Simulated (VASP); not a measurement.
Here is a VASP 6.6.1 calculation.

The input INCAR:

```
SYSTEM = TiO2
PREC = Accurate ; ENCUT = 520
EDIFF = 1E-6 ; ISMEAR = 0
SIGMA = 0.05 ; LREAL = .FALSE.
LASPH = .TRUE. ; NELM = 100
ALGO = Normal ; ISIF = 2
LWAVE = .FALSE. ; LCHARG = .TRUE.
LDIPOL = .TRUE. ; IDIPOL = 3
DIPOL = 0.5 0.5 0.500 ; GGA = PS
LVHAR = .TRUE. ; LVACPOTAV = .TRUE.
KPAR = 8
```

KPOINTS

```
regular mesh
0
G
  6 8 1
  0 0 0
```

File POSCAR:

```
TiO2
1.0
    4.5922000000      0.0000000000      0.0000000000
    0.0000000000      2.9574000000      0.0000000000
    0.0000000000      0.0000000000     18.2718253752
O Ti
12 6
Direct
    0.1950400000      0.5000000000      0.1368226736
    0.3049600000      0.0000000000      0.2624860900
    0.8049600000      0.5000000000      0.2348602445
    0.6950400000      0.0000000000      0.3605236609
    0.1950400000      0.5000000000      0.3881495063
    0.3049600000      0.0000000000      0.5138129228
    0.8049600000      0.5000000000      0.4861870772
    0.6950400000      0.0000000000      0.6118504937
    0.1950400000      0.5000000000      0.6394763391
    0.3049600000      0.0000000000      0.7651397555
    0.8049600000      0.5000000000      0.7375139100
    0.6950400000      0.0000000000      0.8631773264
    0.0000000000      0.0000000000      0.1858414591
    0.5000000000      0.5000000000      0.3115048754
    0.0000000000      0.0000000000      0.4371682918
    0.5000000000      0.5000000000      0.5628317082
    0.0000000000      0.0000000000      0.6884951246
    0.5000000000      0.5000000000      0.8141585409
```

Potentials or basis: VASP PAW PBE potentials, release 64 (O, Ti_sv).

Run with:

```console
$ cat potpaw_PBE.64/O/POTCAR potpaw_PBE.64/Ti_sv/POTCAR > POTCAR
$ mpirun -np 8 vasp_std > vasp.out
```

Problem. What does it give for the band gap on the k mesh?

Solution. 2.05 eV, direct.

Problem. Estimate the largest force.

Solution. 3.845 eV/Å.

Forces in eV/Å, atoms in the order of the input:
```
O   -2.215  0.000  0.979
O   -0.515  0.000 -0.401
O   -1.137  0.000  0.003
O   -0.054  0.000 -0.053
O   -0.017  0.000  0.010
O   -0.063  0.000 -0.058
O   -0.063  0.000  0.058
O   -0.017  0.000 -0.010
O   -0.054  0.000  0.053
O   -1.137  0.000 -0.003
O   -0.515  0.000  0.401
O   -2.215  0.000 -0.979
Ti   3.810  0.000 -0.514
Ti   0.135  0.000 -0.033
Ti   0.056  0.000  0.009
Ti   0.056  0.000 -0.009
Ti   0.135  0.000  0.033
Ti   3.810  0.000  0.514
```

Caveat: the PAW data sets were made with another functional, which shifts forces and pressure a little.
